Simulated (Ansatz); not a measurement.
# PbSe: the cost of one run

Computed with Ansatz 0.2.0 (DFT PBE+D3(BJ), scalar-relativistic, plane waves, PAW, unless a step's input says otherwise).

71 further runs of the same task are left out: 71 set aside as unsound or not needed.

### Step 1. Starting point

Symmetry: Fm-3m, No. 225, cubic system. The conventional cell has a = 6.134 Å, b = 6.134 Å, c = 6.134 Å, α = 90.00°, β = 90.00°, γ = 90.00°. Pb (site symmetry m-3m) has 6 Se at 3.07 Å as nearest neighbours. Se (site symmetry m-3m) is surrounded by 6 Pb at 3.07 Å.

As a file:

```xyz
2
Lattice="0.0000 3.0671 3.0671 3.0671 0.0000 3.0671 3.0671 3.0671 0.0000" Properties=species:S:1:pos:R:3 pbc="T T T"
Pb    0.0000    0.0000    0.0000
Se    3.0671    3.0671    3.0671
```

This cell was relaxed beforehand with the same method: volume 28.85 Å³/atom, gap on the mesh 0.31 eV.

### Step 2. The scan

The energy is mapped over volume and the cell's shape.

First coordinate, volume per atom: 11 values from 25.39 to 32.31 Å³. Second coordinate, c/a of the conventional cell: 11 values from 0.923 to 1.083.

Nothing else is relaxed (symmetry fixes all fractional coordinates). Energies count from the relaxed crystal. Points are written as (first, second).

### Step 3. Grid point (29.55 Å³, 0.923)

Contents of input.yaml:

```yaml
crystal:
  lattice:
    - [0.0, 3.1751245389, 2.9306399494]
    - [3.1751245389, 0.0, 2.9306399494]
    - [3.1751245389, 3.1751245389, 0.0]
  atoms:
    - { symbol: Pb, position: [0.0, 0.0, 0.0] }
    - { symbol: Se, position: [0.5, 0.5, 0.5] }
basis:
  ecutwfc: 420
kpoints:
  mp_grid: { grid: [10, 10, 10] }
hamiltonian:
  xc: pbe
  dispersion: d3bj
scf:
  occupations: { method: gaussian, width: 0.03 }
output:
  forces: true
  stress: true
  eigenvalues: true
```

Command:

```
> ansatz run input.yaml --threads 1 --pin off --max-ram 2048MiB --backend cpu --events-out ev --progress --plain --runs-dir out
```

**Question.** How long does this run take on 1 thread of Intel Xeon Platinum 8559C (Emerald Rapids), shared host, and how much memory does it need?

About 3 s, with a peak of 0.52 GiB.
